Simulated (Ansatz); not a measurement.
A run of Ansatz 0.2.0:

Contents of input.yaml:

```yaml
crystal:
  lattice:
    - [0.0, 2.702, 2.702]
    - [2.702, 0.0, 2.702]
    - [2.702, 2.702, 0.0]
  atoms:
    - { symbol: Zn, position: [0.75, 0.75, 0.75] }
    - { symbol: S, position: [0.0, 0.0, 0.0] }
kpoints:
  mp_grid: { grid: [9, 9, 9] }
scf:
  occupations: { method: gaussian, width: 0.026 }
hamiltonian:
  xc: pbe
  pseudopotentials: { kind: all_electron, lapw: { basis_error: 0.001 } }
output:
  forces: true
  stress: true
  eigenvalues: true
```

Potentials or basis: all-electron LAPW, scalar-relativistic.

Launch:

```sh
$ ansatz run input.yaml --threads 1 --pin off --max-ram 3072MiB --backend cpu --events-out ev --progress --plain --runs-dir out
```

Hardware: 1 thread of Intel(R) Xeon(R) Platinum 8375C CPU @ 2.90GHz (Ice Lake) (shared host).

Question: How long does it take, and how much memory?

Answer: Wall time 11 s on 1 thread of Intel(R) Xeon(R) Platinum 8375C CPU @ 2.90GHz (Ice Lake), on a shared host, peak memory 0.31 GiB. Counts: scf iterations 7, plane waves 411, k points 35, bands 21.
